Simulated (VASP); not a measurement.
# Re (P6_3/mmc) in VASP: band structure with PBE

Aim: the band structure of Re with PBE.

Everything below comes from runs of VASP 6.6.1. Logs are shortened: lines on timing, memory, paths and dates and some standing lists are left out, and cuts for length are marked.

## (1) Starting point

The structure is hexagonal, space group P6_3/mmc (No. 194). The conventional cell has a = 2.775 Å, b = 2.775 Å, c = 4.484 Å, α = 90.00°, β = 90.00°, γ = 120.00°. Re (site symmetry -6m2) has 12 Re at 2.76 to 2.77 Å as nearest neighbours.

## (2) Band structure, PBE

Input file INCAR:

```
PREC = Accurate ; ENCUT = 520
EDIFF = 1E-7 ; ISMEAR = 0
SIGMA = 0.1 ; LREAL = False
LASPH = True ; NELM = 100
ALGO = Fast ; ISIF = 2
LWAVE = False ; LCHARG = False
LMAXMIX = 4 ; GGA = PE
```

Input file KPOINTS:

```
regular mesh
0
Gamma
  18 18 10
```

Input file POSCAR:

```
Re
1.0
    2.7748870000      0.0000000000      0.0000000000
   -1.3874440000      2.4031230000      0.0000000000
    0.0000000000      0.0000000000      4.4841280000
Re
2
Direct
    0.3333333000      0.6666667000      0.2500000000
    0.6666667000      0.3333333000      0.7500000000
```

Input file KPOINTS_OPT:

```
path GMKGALHA,LM,KH
20
line-mode
reciprocal
 0.0000000000  0.0000000000  0.0000000000  G
 0.5000000000  0.0000000000  0.0000000000  M

 0.5000000000  0.0000000000  0.0000000000  M
 0.3333333333  0.3333333333  0.0000000000  K

 0.3333333333  0.3333333333  0.0000000000  K
 0.0000000000  0.0000000000  0.0000000000  G

 0.0000000000  0.0000000000  0.0000000000  G
 0.0000000000  0.0000000000  0.5000000000  A

 0.0000000000  0.0000000000  0.5000000000  A
 0.5000000000  0.0000000000  0.5000000000  L

 0.5000000000  0.0000000000  0.5000000000  L
 0.3333333333  0.3333333333  0.5000000000  H

 0.3333333333  0.3333333333  0.5000000000  H
 0.0000000000  0.0000000000  0.5000000000  A

 0.5000000000  0.0000000000  0.5000000000  L
 0.5000000000  0.0000000000  0.0000000000  M

 0.3333333333  0.3333333333  0.0000000000  K
 0.3333333333  0.3333333333  0.5000000000  H
```

Potentials or basis: VASP PAW PBE potentials, release 64 (Re).

The run is started by

```bash
$ cat potpaw_PBE.64/Re/POTCAR > POTCAR
$ mpirun -np 1 vasp_std > vasp.out
```

OUTCAR:

```text
PREC = Accurate
   ENCUT = 520
   EDIFF = 1E-7
   ISMEAR = 0
   LREAL = False
   LASPH = True
   NELM = 100
   ISIF = 2
   GGA = PE

 ion  position               nearest neighbor table
   1  0.333  0.667  0.250-   2 2.76   2 2.76   2 2.76   2 2.76   2 2.76   2 2.76
   2  0.667  0.333  0.750-   1 2.76   1 2.76   1 2.76   1 2.76   1 2.76   1 2.76

  LATTYP: Found a hexagonal cell.
 ALAT       =     2.7748870000
 C/A-ratio  =     1.6159677854

  Lattice vectors:

 A1 = (   2.7748870000,   0.0000000000,   0.0000000000)
 A2 = (  -1.3874440000,   2.4031230000,   0.0000000000)
 A3 = (   0.0000000000,   0.0000000000,   4.4841280000)

Analysis of symmetry for initial positions (statically):
=====================================================================
 Subroutine PRICEL returns:
 Original cell was already a primitive cell.

 Routine SETGRP: Setting up the symmetry group for a
 hexagonal supercell.

 Subroutine GETGRP returns: Found 24 space group operations
 (whereof 12 operations were pure point group operations)
 out of a pool of 24 trial point group operations.

The static configuration has the point symmetry D_3d.
 The point group associated with its full space group is D_6h.

Analysis of symmetry for dynamics (positions and initial velocities):
=====================================================================
 Subroutine PRICEL returns:
 Original cell was already a primitive cell.

 Routine SETGRP: Setting up the symmetry group for a
 hexagonal supercell.

 Subroutine GETGRP returns: Found 24 space group operations
 (whereof 12 operations were pure point group operations)
 out of a pool of 24 trial point group operations.

The dynamic configuration has the point symmetry D_3d.
 The point group associated with its full space group is D_6h.

 Subroutine INISYM returns: Found 24 space group operations
 (whereof 12 operations are pure point group operations),
 and found     1 'primitive' translations

----------------------------------------------------------------------------------------

                                     Primitive cell

  volume of cell :      29.9019

  direct lattice vectors                    reciprocal lattice vectors
     2.774887000  0.000000000  0.000000000     0.360375035  0.208062667  0.000000000
    -1.387444000  2.403123000  0.000000000     0.000000000  0.416125184  0.000000000
     0.000000000  0.000000000  4.484128000     0.000000000  0.000000000  0.223008799

  length of vectors
     2.774887000  2.774887566  4.484128000     0.416125269  0.416125184  0.223008799

  position of ions in fractional coordinates (direct lattice)
     0.333333300  0.666666700  0.250000000
     0.666666700  0.333333300  0.750000000

  ion indices of the primitive-cell ions
   primitive index   ion index
                 1           1
                 2           2

----------------------------------------------------------------------------------------

 KPOINTS: regular mesh

Automatic generation of k-mesh.
 Grid dimensions read from file:
 generate k-points for:   18   18   10

 Generating k-lattice:

  Cartesian coordinates                     Fractional coordinates (reciprocal lattice)
     0.020020835  0.011559037  0.000000000     0.055555556  0.000000000  0.000000000
     0.000000000  0.023118066  0.000000000     0.000000000  0.055555556  0.000000000
     0.000000000  0.000000000  0.022300880     0.000000000  0.000000000  0.100000000

  Length of vectors
     0.023118070  0.023118066  0.022300880

  Shift w.r.t. Gamma in fractional coordinates (k-lattice)
     0.000000000  0.000000000  0.000000000

 Subroutine IBZKPT returns following result:
 ===========================================

 Found    222 irreducible k-points:

 Following reciprocal coordinates:
            Coordinates               Weight
  0.000000  0.000000  0.000000      1.000000
  0.055556 -0.000000  0.000000      6.000000
  0.111111 -0.000000  0.000000      6.000000
  0.166667  0.000000  0.000000      6.000000
  0.222222  0.000000  0.000000      6.000000
  0.277778  0.000000  0.000000      6.000000
[... 16 lines left out ...]
  0.333333  0.111111  0.000000     12.000000
  0.388889  0.111111  0.000000     12.000000
 [... further k-points ...]
   k-points           NKPTS =    222   k-points in BZ     NKDIM =    222   number of bands    NBANDS=     11
   number of dos      NEDOS =    301   number of ions     NIONS =      2
   total plane-waves  NPLWV =  20736
   dimension x,y,z NGX =    24 NGY =   24 NGZ =   36
   dimension x,y,z NGXF=    48 NGYF=   48 NGZF=   72
   ions per type =               2
   NGX,Y,Z   is equivalent  to a cutoff of  14.38, 14.38, 13.35 a.u.
   NGXF,Y,Z  is equivalent  to a cutoff of  28.76, 28.76, 26.69 a.u.
 SYSTEM =  unknown system
   PREC   = accura    normal or accurate (medium, high low for compatibility)
   ISTART =      0    job   : 0-new  1-cont  2-samecut
   ICHARG =      2    charge: 1-file 2-atom 10-const
   ISPIN  =      1    spin polarized calculation?
   LNONCOLLINEAR =      F non collinear calculations
   LSORBIT =      F    spin-orbit coupling
   LASPH  =      T    aspherical Exc in radial PAW
   ENCUT  =  520.0 eV  38.22 Ry    6.18 a.u.   5.16  5.16  8.34*2*pi/ulx,y,z
   NELM   =    100;   NELMIN=  2; NELMDL= -5     # of ELM steps
   EDIFF  = 0.1E-06   stopping-criterion for ELM
   LREAL  =      F    real-space projection
   EDIFFG = 0.1E-05   stopping-criterion for IOM
   NSW    =      0    number of steps for IOM
   IBRION =     -1    ionic relax: 0-MD 1-quasi-New 2-CG
   NFREE  =      0    steps in history (QN), initial steepest desc. (CG)
   ISIF   =      2    stress and relaxation
   ISYM   =      2    0-nonsym 1-usesym 2-fastsym
   POTIM  = 0.5000    time-step for ionic-motion
   TEBEG  =    0.0;   TEEND  =   0.0 temperature during run
   PSTRESS=    0.0 pullay stress
   NELECT =      14.0000    total number of electrons
   NUPDOWN=      -1.0000    fix difference up-down
   EMIN   =  10.00;   EMAX   =-10.00  energy-range for DOS
   EFERMI =   0.00;   METHOD = LEGACY
   ISMEAR =     0;   SIGMA  =   0.10  broadening in eV -4-tet -1-fermi 0-gaus
   EFERMI_NEDOS =   21; number of points for ismear=-14 and -15
   IALGO  =     68    algorithm
   IMIX   =      4    mixing-type and parameters
     AMIX     =   0.40;   BMIX     =  1.00
     AMIX_MAG =   1.60;   BMIX_MAG =  1.00
  volume/ion in A,a.u.               =      14.95       100.89
  Fermi-wavevector in a.u.,A,eV,Ry     =   1.271211  2.402241 21.986717  1.615978
  Thomas-Fermi vector in A             =   2.404157
   LORBIT       =      0    0 simple, 1 ext, 2 COOP (PROOUT), +10 PAW based schemes
   GGA     = PE    functional components
   LHFCALC =     F    Hartree Fock is set to
   AEXX    =    0.0000 exact exchange contribution
   IVDW    =     0    specifies the selected vdW correction
   LEPSILON=     F    determine dielectric tensor
   LRPA    =     F    only Hartree local field effects (RPA)
 non-spin polarized calculation
 RMM-DIIS sequential band-by-band and
 Gauss-broadening in eV      SIGMA  =   0.10
  energy-cutoff  :      520.00
  volume of cell :       29.90
 maximum number of plane-waves:       817
 NGX is ok and might be reduce to    24
   NGX = 11   NGY = 11   NGZ = 17

 number of electron      13.9999999 magnetization

 Free energy of the ion-electron system (eV)
  ---------------------------------------------------
  ext. energy  EPLUGINS =         0.00000000
  ---------------------------------------------------
  free energy    TOTEN  =       -24.85450201 eV

  energy without entropy =      -24.84611284  energy(sigma->0) =      -24.85030742

 E-fermi :   7.6736     XC(G=0): -13.6426

 val. band max:        7.6683305250   @ k =   0.1667   0.0556   0.1000
 cond. band min:       7.6807687847   @ k =   0.3333   0.1667   0.4000
 fundamental gap:      0.0124382597
 Fermi energy:         7.6736097994

 k-point     1 :       0.0000    0.0000    0.0000
  band No.  band energies     occupation
      1      -2.0670      2.00000
      2       1.1818      2.00000
      3       6.1411      2.00000
      4       6.1523      2.00000
      5       6.1523      2.00000
      6       6.9653      2.00000
      7       6.9653      2.00000
      8       7.8805      0.00344
      9       7.8805      0.00344
     10       8.2667      0.00000
     11      10.9781      0.00000

 k-point     2 :       0.0556   -0.0000    0.0000
  band No.  band energies     occupation
      1      -1.9424      2.00000
      2       1.2994      2.00000
      3       5.7903      2.00000
      4       6.2658      2.00000
      5       6.4614      2.00000
      6       6.8756      2.00000
      7       7.0725      2.00000
      8       7.6185      1.56441
      9       7.7838      0.11915
     10       7.9631      0.00004
     11      11.0763      0.00000

 k-point     3 :       0.1111   -0.0000    0.0000
  band No.  band energies     occupation
      1      -1.5789      2.00000
      2       1.6304      2.00000
      3       5.3737      2.00000
      4       6.5794      2.00000
      5       6.6026      2.00000
      6       6.7135      2.00000
      7       6.8605      2.00000
      8       7.3897      1.99994
      9       7.5297      1.95823
     10       7.7354      0.38206
     11      11.2069      0.00000
[... 267 lines left out ...]
 k-point    23 :       0.3333    0.1111    0.0000
  band No.  band energies     occupation
      1       1.9751      2.00000
      2       2.5126      2.00000
      3       2.9347      2.00000
      4       5.0173      2.00000
      5       5.6829      2.00000
      6       6.5571      2.00000
      7       6.7393      2.00000
      8       9.9064      0.00000
      9      10.9340      0.00000
     10      11.6537      0.00000
     11      12.2200      0.00000

 k-point    24 :       0.3889    0.1111    0.0000
  band No.  band energies     occupation
      1       2.2025      2.00000
      2       2.3463      2.00000
      3       2.6738      2.00000
      4       5.4214      2.00000
      5       5.6567      2.00000
      6       6.3319      2.00000
      7       7.0683      2.00000
      8      10.8155      0.00000
      9      11.4022      0.00000
     10      11.6724      0.00000
     11      13.1941      0.00000

 [... further k-points ...]

------------------------ aborting loop because EDIFF is reached ----------------------------------------

  FORCE on cell =-STRESS in cart. coord.  units (eV):
  Direction    XX          YY          ZZ          XY          YZ          ZX
  --------------------------------------------------------------------------------------
  -------------------------------------------------------------------------------------
  Total       -0.0908320     -0.0908320     -0.1180991      0.0000000      0.0000000     -0.0000000
  in kB       -4.8668755     -4.8668770     -6.3278733      0.0000010      0.0000000     -0.0000000
  external PRESSURE =      -5.3538752 kB  Pullay stress =       0.0000000 kB

 VOLUME and BASIS-vectors are now :
 -----------------------------------------------------------------------------
  energy-cutoff  :      520.00
  volume of cell :       29.90
      direct lattice vectors                 reciprocal lattice vectors
     2.774887000  0.000000000  0.000000000     0.360375035  0.208062667  0.000000000
    -1.387444000  2.403123000  0.000000000     0.000000000  0.416125184  0.000000000
     0.000000000  0.000000000  4.484128000     0.000000000  0.000000000  0.223008799

 POSITION                                       TOTAL-FORCE (eV/Angst)
 -----------------------------------------------------------------------------------
     -0.00000      1.60208      1.12103         0.000000      0.000000      0.000000
      1.38744      0.80104      3.36310         0.000000     -0.000000      0.000000
 -----------------------------------------------------------------------------------
    total drift:                                0.000001     -0.000001     -0.000001

  FREE ENERGIE OF THE ION-ELECTRON SYSTEM (eV)
  ---------------------------------------------------
  free  energy   TOTEN  =       -24.8545020074 eV

  energy  without entropy=      -24.8461128362  energy(sigma->0) =      -24.85030742
```

Wall time 3 min (1 thread of Intel Xeon Platinum 8488C (Sapphire Rapids), shared host); peak memory 0.25 GiB.

What came out:

```yaml
Free_energy: -24.8545 eV
Pressure: -0.5 GPa
Band_gap_along_the_path: none (metal or under the smearing width)
```

Levels at the corners of the path, in eV from the Fermi level:
| point | band 3 | band 4 | band 5 | band 6 | band 7 | band 8 | band 9 | band 10 | band 11 |
| --- | --- | --- | --- | --- | --- | --- | --- | --- | --- |
| Γ | -1.53 | -1.52 | -1.52 | -0.71 | -0.71 | 0.21 | 0.21 | 0.59 | 3.30 |
| M | -5.12 | -1.87 | -1.71 | -1.34 | -0.58 | 3.89 | 4.27 | 4.41 | 5.93 |
| M | -5.12 | -1.87 | -1.71 | -1.34 | -0.58 | 3.89 | 4.27 | 4.41 | 5.93 |
| K | -3.97 | -3.29 | -2.07 | -2.07 | -0.02 | 2.98 | 2.98 | 3.43 | 6.49 |
| K | -3.97 | -3.29 | -2.07 | -2.07 | -0.02 | 2.98 | 2.98 | 3.43 | 6.49 |
| Γ | -1.53 | -1.52 | -1.52 | -0.71 | -0.71 | 0.21 | 0.21 | 0.59 | 3.30 |
| Γ | -1.53 | -1.52 | -1.52 | -0.71 | -0.71 | 0.21 | 0.21 | 0.59 | 3.30 |
| A | -2.32 | -2.32 | -1.65 | -1.65 | -1.65 | -1.65 | 2.50 | 2.50 | 2.50 |
| A | -2.32 | -2.32 | -1.65 | -1.65 | -1.65 | -1.65 | 2.50 | 2.50 | 2.50 |
| L | -3.98 | -3.98 | 0.41 | 0.41 | 0.91 | 0.91 | 4.19 | 4.19 | 4.68 |
| L | -3.98 | -3.98 | 0.41 | 0.41 | 0.91 | 0.91 | 4.19 | 4.20 | 4.68 |
| H | -3.63 | -3.63 | -2.11 | -2.11 | 0.09 | 0.09 | 3.31 | 3.31 | 9.37 |
| H | -3.63 | -3.63 | -2.11 | -2.11 | 0.09 | 0.09 | 3.31 | 3.31 | 9.37 |
| A | -2.32 | -2.32 | -1.65 | -1.65 | -1.65 | -1.65 | 2.50 | 2.50 | 2.50 |
| L | -3.98 | -3.98 | 0.41 | 0.41 | 0.91 | 0.91 | 4.19 | 4.20 | 4.68 |
| M | -5.12 | -1.87 | -1.71 | -1.34 | -0.58 | 3.89 | 4.27 | 4.41 | 5.93 |
| K | -3.97 | -3.29 | -2.07 | -2.07 | -0.02 | 2.98 | 2.98 | 3.43 | 6.49 |
| H | -3.63 | -3.63 | -2.11 | -2.11 | 0.09 | 0.09 | 3.31 | 3.31 | 9.37 |

Caveat: spin-orbit coupling is left out, which moves the levels of the heavy elements.
